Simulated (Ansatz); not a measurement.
Method: DFT PBE, scalar-relativistic, plane waves, PAW (Ansatz). All cells share a 420 eV cutoff and Γ-centred k meshes spaced at most about 0.3 Å⁻¹ (about 0.25 or finer for metals, 2π included). No spin polarisation.

Each guess is relaxed in cell and atoms at zero pressure, on a coarse mesh first where it starts far from rest and then on a converged one. The steps can't lower the symmetry of the start, but it can rise. Energies are static (0 K, no zero-point motion).

Two unrelaxed guesses for Ca4F:

Guess 1.

```yaml
crystal:
  lattice:
    - [0.00000, 3.86170, 3.86170]
    - [3.86170, 0.00000, 3.86170]
    - [3.86170, 3.86170, 0.00000]
  atoms:
    - { symbol: Ca, position: [0.37631, 0.37631, 0.37631] }
    - { symbol: Ca, position: [0.37631, 0.37631, 0.87108] }
    - { symbol: Ca, position: [0.37631, 0.87108, 0.37631] }
    - { symbol: Ca, position: [0.87108, 0.37631, 0.37631] }
    - { symbol: F, position: [0.50000, 0.50000, 0.50000] }
```

Guess 2.

```yaml
crystal:
  lattice:
    - [4.79510, 0.00000, 0.00000]
    - [0.00000, 4.79510, 0.00000]
    - [0.00000, 0.00000, 4.79510]
  atoms:
    - { symbol: Ca, position: [0.00000, 0.00000, 0.00000] }
    - { symbol: Ca, position: [0.50000, 0.50000, 0.00000] }
    - { symbol: Ca, position: [0.50000, 0.00000, 0.50000] }
    - { symbol: Ca, position: [0.00000, 0.50000, 0.50000] }
    - { symbol: F, position: [0.50000, 0.50000, 0.50000] }
```

Question: Which guess leads to the lower structure, and by how much?

Answer: Guess 2 ends lower, by 0.55 eV/atom. Guess 1: F-43m at 23.0 Å³/atom → F-43m at 62.0 Å³/atom; Guess 2: Pm-3m at 22.1 Å³/atom → Pm-3m at 31.9 Å³/atom. Counting Ca atoms around F (those within 1.25 times the shortest such distance or 1.15 times the sum of covalent radii), the end of guess 1 has F 4 and the end of guess 2 has F 6. End of guess 1. Conventional cell: a = 10.745 Å. Ca has 1 F at 2.38 Å and 6 Ca at 3.71–3.88 Å; around F lie 4 Ca at 2.38 Å. End of guess 2. Conventional cell: a = 5.423 Å. Ca on a site of symmetry m-3m is surrounded by 12 Ca at 3.83 Å; Ca on a site of symmetry 4/mmm has 2 F at 2.71 Å and 12 Ca at 3.83 Å; F has 6 Ca at 2.71 Å.

Ends held by symmetry can be saddle points. A magnetic state wasn't ruled out in cells without spin, among them Pm-3m, F-43m.
